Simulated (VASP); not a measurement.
# HfO₂: relaxation of the cell, by functional

HfO₂, P4_2/nmc (no. 137), 6 atoms in the cell.

| Functional | Volume (A^3) | Pressure left (GPa) | Ionic steps | SCF steps in all | Time (s) |
|---|---|---|---|---|---|
| BLOC | 65.831 | -0.12 | 7 | 103 | 908 |
| SOGGA | 64.280 | -0.12 | 8 | 76 | 196 |
| r4SCAN | 64.949 | 0.00 | 8 | 103 | 897 |
| KT2 | 62.734 | -0.06 | 14 | 124 | 341 |
| Slater-Wigner | 64.814 | 0.06 | 8 | 66 | 183 |

## Input of the first row

INCAR:
```
SYSTEM = HfO2
ALGO     = Normal         ! electronic algorithm
EDIFF    = 1E-7           ! SCF threshold, eV
EDIFFG   = -0.01          ! ionic threshold
ENCUT    = 600            ! plane-wave cutoff, eV
GGA_COMPAT= .FALSE.      
IBRION   = 2              ! ionic algorithm
ISIF     = 3              ! what is computed and relaxed
ISMEAR   = 0              ! smearing method
LASPH    = .TRUE.         ! aspherical terms in the spheres
LCHARG   = .FALSE.        ! write CHGCAR
LIBXC1   = MGGA_X_BLOC  
LIBXC2   = MGGA_C_TPSSLOC
LMIXTAU  = .TRUE.       
LREAL    = .FALSE.        ! projectors in reciprocal space
LWAVE    = .FALSE.        ! write WAVECAR
METAGGA  = LIBXC          ! meta-GGA
NELM     = 100            ! most SCF steps
NSW      = 40             ! ionic steps
PREC     = Accurate       ! precision mode
SIGMA    = 0.02           ! smearing width, eV
```

KPOINTS:
```
k-points
0
Gamma
  6 6 5
```

POSCAR:
```
HfO2
1.0
    3.5580193300      0.0000000000      0.0000000000
    0.0000000000      3.5580193300      0.0000000000
    0.0000000000      0.0000000000      5.1718612100
Hf O
2 4
Direct
    0.0000000000      0.0000000000      0.0000000000
    0.5000000000      0.5000000000      0.5000000000
    0.0000000000      0.5000000000      0.1972078800
    0.5000000000      0.0000000000      0.3027921200
    0.5000000000      0.0000000000      0.8027921200
    0.0000000000      0.5000000000      0.6972078800
```

Commands:
```
cat potpaw_PBE.64/Hf_pv/POTCAR potpaw_PBE.64/O/POTCAR > POTCAR
mpirun -np 1 vasp_std > vasp.out
```

Changes of the last row against the first:
```
- METAGGA = LIBXC
- LMIXTAU = True
- LIBXC1 = MGGA_X_BLOC
- LIBXC2 = MGGA_C_TPSSLOC
+ GGA = LIBXC
+ LIBXC1 = LDA_X
+ LIBXC2 = LDA_C_WIGNER
```

VASP 6.6.1 took 908 s on 1 core (Intel Xeon 6975P-C (Granite Rapids)), a shared host.
